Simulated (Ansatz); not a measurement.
# In2O3: band gap under strain

Aim: follow the gap of In2O3 built on the database structure prototype through these states: +3.0 % equal strain in all directions. The table at the end shows which levels were run.

Code: Ansatz 0.2.0. PAW datasets, plane waves. Spin-unpolarised throughout; all numbers are computed.

## 1. Starting point

The unstrained cell was relaxed with r2SCAN; in each strained cell the atoms were relaxed again with r2SCAN. Names of k-points are those of the unstrained zone, where strain can split equivalent points. First state: +3.0 % equal strain in all directions.

Space group R-3c (No. 167), trigonal; a = 5.673 Å, c = 14.997 Å in the conventional setting, 13.93 Å³ an atom. Around In lie 6 O at 2.20–2.32 Å; around O lie 4 In at 2.20–2.32 Å.

The structure in full:

```xyz
10
Lattice="2.8365 1.6377 4.9991 -2.8365 1.6377 4.9991 0.0000 -3.2753 4.9991" Properties=species:S:1:pos:R:3 pbc="T T T"
In    0.0000    0.0000    9.6585
In    0.0000    0.0000   12.8373
In    0.0000    0.0000    5.3387
In    0.0000    0.0000    2.1599
O    -1.9938   -0.1780    6.2488
O     0.8427    1.8157    6.2488
O     1.1511   -1.6377    6.2488
O     1.9938    0.1780    8.7484
O    -1.1511    1.6377    8.7484
O    -0.8427   -1.8157    8.7484
```

From earlier runs on the unstrained cell: PBE 1.22 eV, r2SCAN 1.80 eV, HSE06 2.73 eV; a = 5.508 Å, c = 14.560 Å.

## 2. +3.0 % equal strain in all directions: PBE

input.yaml

```yaml
crystal:
  lattice:
    - [2.8365217899, 1.637666619, 4.999062842]
    - [-2.8365217899, 1.637666619, 4.999062842]
    - [0.0, -3.2753332379, 4.999062842]
  atoms:
    - { symbol: In, position: [0.6440212614, 0.6440212614, 0.6440212614] }
    - { symbol: In, position: [0.8559787386, 0.8559787386, 0.8559787386] }
    - { symbol: In, position: [0.3559787386, 0.3559787386, 0.3559787386] }
    - { symbol: In, position: [0.1440212614, 0.1440212614, 0.1440212614] }
    - { symbol: O, position: [0.0470990203, 0.75, 0.4529009797] }
    - { symbol: O, position: [0.75, 0.4529009797, 0.0470990203] }
    - { symbol: O, position: [0.4529009797, 0.0470990203, 0.75] }
    - { symbol: O, position: [0.9529009797, 0.25, 0.5470990203] }
    - { symbol: O, position: [0.5470990203, 0.9529009797, 0.25] }
    - { symbol: O, position: [0.25, 0.5470990203, 0.9529009797] }
kpoints:
  mp_grid: { grid: [6, 6, 6] }
  band_path:
    path:
      - [0.0, 0.0, 0.0]
      - [0.5, 0.5, 0.5]
      - [0.7617877973, 0.2382122027, 0.5]
      - [0.5, -0.2382122027, 0.2382122027]
      - [0.5, 0.0, 0.0]
      - [0.3691061014, -0.3691061014, 0.0]
      - [0.6308938986, 0.0, 0.3691061014]
      - [0.5, 0.0, 0.5]
      - [0.0, 0.1875, -0.1875]
    npoints: 1
hamiltonian:
  xc: pbe
scf:
  occupations: { method: fermi_dirac, width: 0.02 }
  n_extra_bands: 6
output:
  forces: true
  stress: true
  eigenvalues: true
```

Started as:

```
ansatz run input.yaml --threads 2 --pin off --max-ram 29491MiB --backend cpu --events-out ev --progress --plain --runs-dir out
```

Output:

```text
scf.n_extra_bands = 6 over 44 filled bands (N_el = 88.0): the run solves 50 bands
Engine: ansatz 0.2.0, x86_64-unknown-linux-gnu
Pseudopotentials: kind: paw
Pseudopotential: In, paw, valence charge 13, recommended cutoff 420 eV (normal), In.paw.azcp
Pseudopotential: O, paw, valence charge 6, recommended cutoff 420 eV (normal), O.paw.azcp
Functional definition: PBE
  parameter kappa = 0.804
  parameter beta = 0.06672455060314922
  exchange = pbe_x(kappa = kappa, mu = beta*pi^2/3)
  correlation = pbe_c(beta = beta)
Crystal: 10 atoms, lattice volume = 139.332 Å³
Basis set: ecut = 420 eV, 2729 PW (Γ), exchange–correlation on 80×80×80 points (8 copies of the dense FFT grid, shifted against one another)
Bands: 50, of which v1, the nominal top of the filled ones, is band 44 counted from 1 (43 counted from 0)
Symmetry: 12 space group operations
Space group: R-3c (ITA 167), of the structure as read, at distance tolerance 5.2e-5 Å
k-points: 32 of 216
Non-local potential: In, projectors of the file, l = 0: 2, l = 1: 2, l = 2: 2, l = 3: 2
Non-local potential: O, projectors of the file, l = 0: 2, l = 1: 2, l = 2: 1
PAW form: soft (Blöchl's): semilocal exchange-correlation on the pseudo side does not see the compensation charge
PAW one-centre angular grid: In, 590 points (default); XC on 64 Gauss nodes
PAW one-centre angular grid: O, 110 points (default); XC on 64 Gauss nodes
Initial density: superposition of atomic densities (neutral atoms: chi_scale 0, normalization atom), corrected by the library's trained network
Initial wavefunctions: pseudopotential atomic-orbital guess
Functional: x = pbe(κ = 0.804, μ = 0.2195149727645171), c = pbe(β = 0.06672455060314922)
SCF iter   1: F=—  HF=-25796.298314 eV  |F-HF|=—  |Δ(HF+E_count)|=         —  Δρ=1.29e-3  dr2=1.35e-3  ethr=1.77e-3  ⟨swp⟩=7.0  Hψ=5886  notcnv=0
preconditioner: auto → Resta (q_TF=auto, 2.527 Å⁻¹)  ε∞=5.3  [insulator: Δε(μ)=0.635 eV  Ē_g=14.261 eV  σ=0.020 eV  W_gap=1.00  n_scr=34 (ndim 8)  ℏωp=29.5 eV  f_vac=0.030  D(μ)=0.00/eV (n_scr^D=0)  ε∞_Penn≈5.3]
SCF iter   2: F=—  HF=-25796.299094 eV  |F-HF|=—  |Δ(HF+E_count)|=   7.80e-4  Δρ=5.35e-4  dr2=1.37e-4  ethr=1.53e-6  ⟨swp⟩=2.2  Hψ=3442  notcnv=0  defer=56
SCF iter   3: F=—  HF=-25796.299359 eV  |F-HF|=—  |Δ(HF+E_count)|=   2.64e-4  Δρ=2.76e-4  dr2=4.59e-5  ethr=1.56e-7  ⟨swp⟩=2.1  Hψ=2134  notcnv=0  defer=56
SCF iter   4: F=—  HF=-25796.299488 eV  |F-HF|=—  |Δ(HF+E_count)|=   1.29e-4  Δρ=3.40e-5  dr2=2.14e-6  ethr=5.22e-8  ⟨swp⟩=2.0  Hψ=2947  notcnv=0  defer=56
SCF iter   5: F=—  HF=-25796.299489 eV  |F-HF|=—  |Δ(HF+E_count)|=   9.88e-7  Δρ=8.83e-6  dr2=1.01e-7  ethr=2.43e-9  ⟨swp⟩=2.8  Hψ=3098  notcnv=0  defer=56
SCF iter   6: F=-25796.299489 eV  HF=-25796.299489 eV  |F-HF|=2.30e-8  |Δ(HF+E_count)|=   1.69e-7  Δρ=2.46e-6  dr2=1.14e-8  ethr=1.14e-10  ⟨swp⟩=8.9  Hψ=5783  notcnv=0
SCF 1 converged in 6 iterations: F = -25796.299489 eV  dr2 = 1.14e-8
NSCF: frozen V_eff on 9 k-points
SCF converged after 6 iterations
Free energy (F): -25796.299489 eV
Harris-Foulkes:  -25796.299489 eV  (|F-HF|=2.30e-8)
Internal energy: -25796.299489 eV  (E = F + TS)
E sigma→0 (E₀):  -25796.299489 eV
Fermi energy:    7.904578 eV
--- Per-component energies (eV) ---
  E_band       = -81.617978
  E_kinetic    = 2017.077111
  E_local      = -6208.841188  (includes V_loc(G=0)·N_el)
  E_nonlocal   = 1771.306961
  E_hartree    = 2374.381659
  E_xc         = -1293.421010
  E_vxc        = -949.900505  (∫ρ·V_xc dr)
  E_paw        = -17589.208048  (= ΣΔE_a)
  E_vpaw       = -1460.040514  (= ΣTr[D̂ρ^β])
  E_aug_tail   = 0.014550  (compensation charges beyond the density's cutoff)
  E_ewald      = -6867.609523
  E_smearing   = -0.000000  (= −TS)
  E_closure    = -0.000000  (closes the sum)
  Σ components = -25796.299489   (vs F -25796.299489, Δ=0.00e0)
--- Forces (eV/Å), atoms counted from 1 ---
  atom   1  In     0.00000000    -0.00000000    -0.09178010
  atom   2  In     0.00000000     0.00000000     0.09178010
  atom   3  In    -0.00000000     0.00000000     0.09178010
  atom   4  In    -0.00000000    -0.00000000    -0.09178010
  atom   5  O      0.00487083     0.00843653    -0.00000000
  atom   6  O      0.00487083    -0.00843653     0.00000000
  atom   7  O     -0.00974166    -0.00000000     0.00000000
  atom   8  O     -0.00487083    -0.00843653     0.00000000
  atom   9  O      0.00974166    -0.00000000    -0.00000000
  atom  10  O     -0.00487083     0.00843653    -0.00000000
  max |Σ_I F_I| component: 1.36e-17 eV/Å
--- Stress (GPa, compression-positive) ---
       -7.452408       0.000000      -0.000000
        0.000000      -7.452408       0.000000
       -0.000000       0.000000      -5.549502
  P = ⅓ Tr σ = -6.8181 GPa (-68.181 kbar)
--- Band table (eV; the first three rows and the last of 32) ---
  k-point 0: bands = ["-9.5016", "-8.7926", "-8.7926", "-8.6112", "-8.6112", "-8.5294", "-4.8271", "-4.8271", "-4.7519", "-4.7173", "-4.7173", "-4.6133", "-4.5983", "-4.5983", "-4.5773", "-4.5773", "-4.5419", "-4.5419", "-4.4816", "-4.4580", "-4.4580", "-4.4359", "-4.2045", "-4.2045", "-3.6274", "-3.6274", "2.2716", "2.6369", "3.9355", "3.9355", "4.5812", "4.7843", "5.2113", "5.2113", "5.4716", "6.8473", "6.8473", "7.1213", "7.2392", "7.2392", "7.3332", "7.3332", "7.4336", "7.4336", "8.1993", "12.6421", "12.9655", "14.1311", "15.8470", "16.0359"]
  k-point 1: bands = ["-9.4386", "-8.7843", "-8.7798", "-8.6638", "-8.6251", "-8.5551", "-4.8149", "-4.8043", "-4.7615", "-4.7204", "-4.7074", "-4.6288", "-4.5938", "-4.5937", "-4.5905", "-4.5822", "-4.5445", "-4.5336", "-4.4711", "-4.4552", "-4.4431", "-4.4019", "-4.2276", "-4.1933", "-3.7147", "-3.6583", "2.3802", "2.6347", "3.5943", "4.2543", "4.4032", "5.0802", "5.2581", "5.5522", "5.8198", "6.0585", "6.7577", "6.8098", "7.0943", "7.0957", "7.2516", "7.3003", "7.3927", "7.5067", "9.1500", "12.8436", "12.8660", "13.8671", "15.0340", "15.8443"]
  k-point 2: bands = ["-9.2683", "-8.8208", "-8.7555", "-8.7419", "-8.6626", "-8.6129", "-4.8031", "-4.7852", "-4.7352", "-4.7142", "-4.6867", "-4.6468", "-4.6268", "-4.6129", "-4.5808", "-4.5767", "-4.5309", "-4.5122", "-4.4956", "-4.4474", "-4.4462", "-4.3213", "-4.2077", "-4.1554", "-3.8967", "-3.7676", "2.6417", "2.8289", "3.1521", "4.2133", "4.8190", "5.0724", "5.2780", "5.7352", "6.0826", "6.1810", "6.4450", "6.4852", "6.9070", "6.9404", "7.0158", "7.0596", "7.4349", "7.5498", "10.5168", "12.6619", "12.8258", "13.1776", "14.9039", "15.5178"]
  k-point 31: bands = ["-9.0412", "-9.0412", "-8.7044", "-8.7044", "-8.7044", "-8.7044", "-4.7769", "-4.7769", "-4.7377", "-4.7377", "-4.7377", "-4.7377", "-4.6229", "-4.6229", "-4.6229", "-4.6229", "-4.4655", "-4.4655", "-4.4655", "-4.4655", "-4.3768", "-4.3768", "-3.9780", "-3.9780", "-3.9780", "-3.9780", "2.9203", "2.9203", "4.1092", "4.1092", "4.9281", "4.9281", "4.9281", "4.9281", "5.8293", "5.8293", "6.5764", "6.5764", "6.5764", "6.5764", "7.3597", "7.3597", "7.3597", "7.3597", "11.3274", "11.3274", "13.7875", "13.7875", "15.4617", "15.4617"]
```

It took 5.2 s on 2 threads of AMD EPYC 7R13 (Zen 3), shared host; peak memory 0.64 GiB.

PBE gives an indirect gap of 0.64 eV, from (0.00, 0.19, -0.19) to Γ; the least direct gap is 0.77 eV.

Levels at the named points, in eV from the top of band v (v: the last filled band by count, c: the next):

| point | v−1 | v | c | c+1 |
| --- | --- | --- | --- | --- |
| Γ | -0.12 | -0.12 | 0.64 | 5.08 |
| T | -0.20 | -0.20 | 3.77 | 3.77 |
| H_2 | -0.17 | -0.17 | 4.80 | 4.80 |
| H_0 | -0.17 | -0.17 | 4.80 | 4.80 |
| L | -0.07 | -0.07 | 4.26 | 4.26 |
| S_0 | -0.22 | -0.08 | 4.52 | 4.84 |

## 3. +3.0 % equal strain in all directions: r2SCAN

input.yaml: that of step 2 with these lines changed.

```diff
@@ -31,5 +31,5 @@
 hamiltonian:
-  xc: pbe
+  xc: r2scan
 scf:
-  occupations: { method: fermi_dirac, width: 0.02 }
+  occupations: { method: fixed }
   n_extra_bands: 6
@@ -39 +39,5 @@
   eigenvalues: true
+  write_density: true
+  write_potential: true
+  elf: true
+  volumetric_format: npy
```

Started as:

```
ansatz run input.yaml --threads 2 --pin off --max-ram 29491MiB --backend cpu --events-out ev --progress --plain --runs-dir out
```

Output, cut to the lines that bear on the results:

```text
scf.n_extra_bands = 6 over 44 filled bands (N_el = 88.0): the run solves 50 bands
[...]
Pseudopotentials: kind: paw
Pseudopotential: In, paw, valence charge 13, recommended cutoff 500 eV (meta_gga), In.paw.azcp
Pseudopotential: O, paw, valence charge 6, recommended cutoff 500 eV (meta_gga), O.paw.azcp
Functional definition: r2SCAN
[...]
Crystal: 10 atoms, lattice volume = 139.332 Å³
Basis set: ecut = 500 eV, 3559 PW (Γ), exchange–correlation on 180×180×180 points (64 copies of the dense FFT grid, shifted against one another)
Bands: 50, of which v1, the nominal top of the filled ones, is band 44 counted from 1 (43 counted from 0)
Symmetry: 12 space group operations
Space group: R-3c (ITA 167), of the structure as read, at distance tolerance 5.2e-5 Å
k-points: 32 of 216
[...]
NSCF: frozen V_eff on 9 k-points
SCF converged after 7 iterations
Free energy (F): -25860.949869 eV
[...]
E sigma→0 (E₀):  -25860.949869 eV
Fermi energy:    7.172941 eV
[...]
--- Forces (eV/Å), atoms counted from 1 ---
  atom   1  In    -0.00000000    -0.00000000    -0.00254418
  atom   2  In     0.00000000     0.00000000     0.00254418
  atom   3  In     0.00000000     0.00000000     0.00254418
  atom   4  In    -0.00000000    -0.00000000    -0.00254418
  atom   5  O      0.00000517     0.00000896    -0.00000000
  atom   6  O      0.00000517    -0.00000896     0.00000000
  atom   7  O     -0.00001034     0.00000000    -0.00000000
  atom   8  O     -0.00000517    -0.00000896     0.00000000
[...]
--- Stress (GPa, compression-positive) ---
      -13.811702       0.000000       0.000000
        0.000000     -13.811702       0.000000
        0.000000       0.000000     -11.264958
  P = ⅓ Tr σ = -12.9628 GPa (-129.628 kbar)
--- Band table (eV; the first three rows and the last of 32) ---
[...]
```

It took 12 s on 2 threads of AMD EPYC 7R13 (Zen 3), shared host; peak memory 1.1 GiB.

Gap with r2SCAN: 1.19 eV, valence top at (0.00, 0.19, -0.19), conduction bottom at Γ. Least direct gap: 1.30 eV.

Stress along x, y, z: -13.81, -13.81, -11.26 GPa (compression positive).

## 4. +3.0 % equal strain in all directions: HSE06

input.yaml: that of step 3 with these lines changed.

```diff
@@ -17,3 +17,3 @@
 kpoints:
-  mp_grid: { grid: [6, 6, 6] }
+  mp_grid: { grid: [4, 4, 4] }
   band_path:
@@ -31,3 +31,3 @@
 hamiltonian:
-  xc: r2scan
+  xc: hse06
 scf:
@@ -39,5 +39 @@
   eigenvalues: true
-  write_density: true
-  write_potential: true
-  elf: true
-  volumetric_format: npy
```

Output, cut to the lines that bear on the results:

```text
Warning: output.stress: scf.convergence.dr2_threshold = 1e-7 eV (the SCF's general default) is looser than the 1e-9 eV advised for a printed stress (1e-10 eV for each atom of the cell: 10). What an SCF threshold leaves in a stress goes as its square root, and in the free energy as the [...]
Warning: output.stress: scf.exx.energy_threshold = 1e-6 eV is looser than the 1e-7 eV advised for a stress under a hybrid functional (1e-8 eV for each atom of the cell: 10). Every SCF of the exchange loop can meet its threshold on dr2 while the loop round them stops early: no threshold on [...]
scf.n_extra_bands = 6 over 44 filled bands (N_el = 88.0): the run solves 50 bands
[...]
Pseudopotentials: kind: paw
Pseudopotential: In, paw, valence charge 13, recommended cutoff 420 eV (normal), In.paw.azcp
Pseudopotential: O, paw, valence charge 6, recommended cutoff 420 eV (normal), O.paw.azcp
Functional definition: HSE06
[...]
davidson cushion auto → on  (no smearing: the cushion is to keep the highest requested band from converging to the state above it; pin scf.eigensolver.cushion to override)
Crystal: 10 atoms, lattice volume = 139.332 Å³
[...]
NSCF: frozen V_eff on 9 k-points
hybrid SCF converged: 2 outer / 11 inner (+4 warm-up), last move |dexx| = 1.45e-6 eV, tail = 2.73e-8 eV
Stability not checked: this state was not tested for a lower state beside it, because the functional holds exact exchange (a hybrid, or Hartree-Fock), whose exchange loop this test does not read (fock_operator; see scf.lower_state_search)
Free energy (F): -25810.410962 eV
Frozen-core exchange: fock
[...]
E sigma→0 (E₀):  -25810.410962 eV
Fermi energy:    6.435488 eV
[...]
--- Forces (eV/Å), atoms counted from 1 ---
  atom   1  In     0.00000000     0.00000000     0.01125973
  atom   2  In    -0.00000000    -0.00000000    -0.01125973
  atom   3  In    -0.00000000    -0.00000000    -0.01125973
  atom   4  In    -0.00000000     0.00000000     0.01125973
  atom   5  O      0.01625384     0.02815248    -0.00000000
  atom   6  O      0.01625384    -0.02815248     0.00000000
  atom   7  O     -0.03250768     0.00000000     0.00000000
  atom   8  O     -0.01625384    -0.02815248     0.00000000
[...]
--- Stress (GPa, compression-positive) ---
      -14.916823       0.000000       0.000000
        0.000000     -14.916823       0.000000
        0.000000       0.000000     -11.857616
  P = ⅓ Tr σ = -13.8971 GPa (-138.971 kbar)
--- Band table (eV; the first three rows and the last of 13) ---
[...]
```

Run time: 61 s. Hardware: 1 × NVIDIA H100 80GB HBM3 with 2 threads of AMD EPYC 7R13 (Zen 3), shared host; peak host memory 2.6 GiB.

Gap with HSE06: 2.07 eV, valence top at (0.00, 0.19, -0.19), conduction bottom at Γ. Least direct gap: 2.14 eV.

## 5. Results

Least gap in eV (negative: overlap), with the change from the unstrained cell in brackets:

| state | volume change (%) | PBE | r2SCAN | HSE06 |
| --- | --- | --- | --- | --- |
| +3.0 % equal strain in all directions | +9.3 | 0.64 (-0.58) | 1.19 (-0.61) | 2.07 (-0.66) |

What this shows: The HSE06 gap moves by -0.661 eV under +3.0 % equal strain in all directions. PBE and HSE06 differ by 1.51 eV on the unstrained gap, and by at most 0.08 eV on its change: the two disagree on the size of the gap but agree on its response to strain. Spin-orbit coupling is left out of the table, though the cell holds In (Z = 49); in an element this heavy it can shift bands and gaps by tenths of an eV.
